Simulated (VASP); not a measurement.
Be, 1 atom in the cell. It takes space group Fm-3m (No. 225, cubic). Conventional cell: a = 3.158 Å, b = 3.158 Å, c = 3.158 Å, α = 90.00°, β = 90.00°, γ = 90.00°. Be (site symmetry m-3m) is surrounded by 12 Be at 2.23 Å. The cell was built by a generator and needn't be a form met in nature.

| Quantity | Value |
| --- | --- |
| Program | VASP 6.6.1 |
| Task | relaxation of cell and atoms |
| Functional | revPBE |
| Dispersion | D4 |
| Potentials or basis | VASP PAW PBE potentials, release 64 (Be) |
| Cutoff | 600 eV |
| k mesh | 14 × 14 × 14 |
| Occupations | fermi-dirac, width 0.05 eV |
| Spin | no spin polarisation |
| Further INCAR settings | ALGO = Fast; EDIFF = 1e-06; IBRION = 2; EDIFFG = -0.02; NSW = 40; ISIF = 3 |

Potentials or basis: VASP PAW PBE potentials, release 64 (Be).

The run is started by

```console
$ cat potpaw_PBE.64/Be/POTCAR > POTCAR
$ mpirun -np 1 vasp_std > vasp.out
```

Hardware: 1 thread of Intel(R) Xeon(R) Platinum 8375C CPU @ 2.90GHz (Ice Lake) (shared host).

Q: How long does it take, and how much memory?

A: It took 6.6 s on 1 thread of Intel(R) Xeon(R) Platinum 8375C CPU @ 2.90GHz (Ice Lake), with other jobs on the host, peak memory 0.12 GiB. Counts: scf iterations 12, k points 104, ion steps 2.
